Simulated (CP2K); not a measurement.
## FeO under changes of volume

One of the cells (13.513 Å³/atom); the others are scaled copies at fixed shape and fractional positions:

```
Fe O
1.0
     3.36849    0.00000    0.00000
     1.68425    2.91720    0.00000
     1.68425    0.97240    2.75036
Fe O
1 1
Direct
  0.00000 0.00000 0.00000
  0.25000 0.25000 0.25000
```

The cell comes from a database or a generator and needn't be the stable form of this composition.

| Property | Result |
| --- | --- |
| Program | CP2K 2026.2 |
| Functional | PBE |
| Potentials or basis | POTENTIAL_UZH Fe GTH-PBE-q16, O GTH-PBE-q6; TZVP-MOLOPT-PBE-GTH basis |
| Density cutoff | 8163 eV |
| k mesh | 10 × 10 × 10 |
| Occupations | fermi-dirac, width 0.05 eV |
| Spin | collinear spin, ferromagnetic start |
| Starting moments | [4.0, 0.0] μB |

| volume (Å³/atom) | energy over the lowest point (meV/atom) | pressure (GPa) |
| --- | --- | --- |
| 12.702 | 0.00 | -4.8 |
| 12.973 | 10.32 | -7.3 |
| 13.243 | 24.55 | -9.4 |
| 13.513 | 42.26 | -11.4 |
| 13.784 | 63.06 | -13.1 |
| 14.054 | 86.59 | -14.6 |
| 14.324 | ? | ? |

What does the run at 14.324 Å³/atom give?

Energy over the lowest point 112.54 meV/atom; pressure -16.0 GPa.

Worked out: A Birch-Murnaghan fit of order 3 (a polynomial in V^(-2/3)) to the other rows has no minimum within the range. It gives 112.49 meV/atom at 14.324 Å³/atom, against the run's 112.54, and -dE/dV = -16.0 GPa, against -16.0.

Energies are extrapolated to zero smearing.

Caveats: the basis of atomic orbitals isn't converged, which shifts pressures, moduli and gaps; the total moment is fixed, so each spin has its own Fermi level; a cell with one magnetic atom can't hold antiferromagnetic order, which such compounds often take.
